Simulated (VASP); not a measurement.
HfSiO4, 12 atoms in the cell. The structure is tetragonal, space group I4_1/amd (No. 141). The conventional cell has a = 6.621 Å, b = 6.621 Å, c = 6.006 Å, α = 90.00°, β = 90.00°, γ = 90.00°. Around Hf (site symmetry -4m2) lie 8 O at 2.13 to 2.27 Å. Si (site symmetry -4m2) has 4 O at 1.64 Å as nearest neighbours. Around O (site symmetry m) lie 1 Si at 1.64 Å. The cell was built by a generator and needn't be a form met in nature.

* Program: VASP 6.6.1
* Task: elastic constants
* Functional: PBE
* Potentials or basis: VASP PAW PBE potentials, release 64 (Hf_pv, Si, O)
* Cutoff: 520 eV
* k mesh: 6 × 6 × 6
* Occupations: gaussian, width 0.03 eV
* Spin: no spin polarisation
* Ions in elastic constants: relaxed
* Further INCAR settings: ALGO = Normal; EDIFF = 1e-08; IBRION = 6; POTIM = 0.015; NSW = 1; ISIF = 3

Potentials or basis: VASP PAW PBE potentials, release 64 (Hf_pv, Si, O).

Launch:

```sh
$ cat potpaw_PBE.64/Hf_pv/POTCAR potpaw_PBE.64/Si/POTCAR potpaw_PBE.64/O/POTCAR > POTCAR
$ cp INCAR.step1 INCAR
$ mpirun -np 4 vasp_std > vasp.out
$ cp CONTCAR POSCAR
$ cp INCAR.step2 INCAR
$ mpirun -np 4 vasp_std > vasp.out
```

Hardware: 4 MPI ranks on Intel(R) Xeon(R) 6975P-C (Granite Rapids) (shared host).

**Question.** Estimate the wall time of this run.

**Answer.** It took 29 min on 4 MPI ranks on Intel(R) Xeon(R) 6975P-C (Granite Rapids), on a shared host, peak memory 0.97 GiB a rank. Counts: scf iterations 319, k points 30, ion steps 4.
